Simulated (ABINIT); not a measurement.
Wanted: the native input for an ABINIT 10.8.3 (patched build) run.

```yaml
Task: band structure
Functional: PBE
Potentials_or_basis: SG15 NC PBE v1.2
Cutoff: 816 eV
k_mesh: 10 × 10 × 8
Occupations: fermi-dirac, width 0.05 eV
Spin: no spin polarisation
```

MoP:

```xyz
2
Lattice="3.2230 0.0000 0.0000 -1.6115 2.7912 0.0000 0.0000 0.0000 3.1910" Properties=species:S:1:pos:R:3 pbc="T T T"
Mo    0.0000    0.0000    0.0000
P     0.0000    1.8608    1.5955
```

The input as run:

run.abi

```
# Datasets: ground state, then fixed potential
ndtset 2

# Pseudopotentials
pp_dirpath "./"
pseudos "Mo_ONCV_PBE-1.2.upf, P_ONCV_PBE-1.2.upf"

# Structure
acell 6.0905872997 6.0905872997 6.0301160637
rprim
     1.0000000000     0.0000000000     0.0000000000
    -0.5000000000     0.8660254038     0.0000000000
     0.0000000000     0.0000000000     1.0000000000
ntypat 2
znucl 42 15
natom 2
typat 1 2
xcart
     0.0000000000     0.0000000000     0.0000000000
    -0.0000000003     3.5164022172     3.0150580318

# Plane-wave basis
ecut 30.0

# Exchange and correlation
ixc 11

# Bands and occupations
occopt 3
tsmear 0.00183747

# SCF cycle
nstep 100

# Output
iomode 3
prtwf 0
prteig 0
prtebands 0
enunit 1
prtden1 1

# Dataset 1
kptopt1 1
ngkpt1 10 10 8
nshiftk1 1
shiftk1 0.0 0.0 0.0
nband1 14
tolvrs1 1.0e-10

# Dataset 2: bands along G-M-K-G-A-L-H-A
iscf2 -2
getden2 1
nband2 20
nbdbuf2 4
tolwfr2 1.0e-11
kptopt2 -7
ndivsm2 8
prteig2 1
prtvol2 -3
kptbounds2
     0.0000000000     0.0000000000     0.0000000000
     0.5000000000     0.0000000000     0.0000000000
     0.3333333333     0.3333333333     0.0000000000
     0.0000000000     0.0000000000     0.0000000000
     0.0000000000     0.0000000000     0.5000000000
     0.5000000000     0.0000000000     0.5000000000
     0.3333333333     0.3333333333     0.5000000000
     0.0000000000     0.0000000000     0.5000000000
```

Potentials or basis: SG15 NC PBE v1.2.

Run with:

```bash
$ abinit run.abi > log 2>&1
```

Results of the run:

| Quantity | Value |
| --- | --- |
| Pressure | 2.3 GPa |
| Band gap on the k mesh | none (metal or under the smearing width) |
| Valence electrons inside the program's atomic spheres | Mo 10.59; P 2.91 |

It took 39 s on 1 thread of Intel(R) Xeon(R) 6975P-C (Granite Rapids) (shared host), peak memory 0.1 GiB.
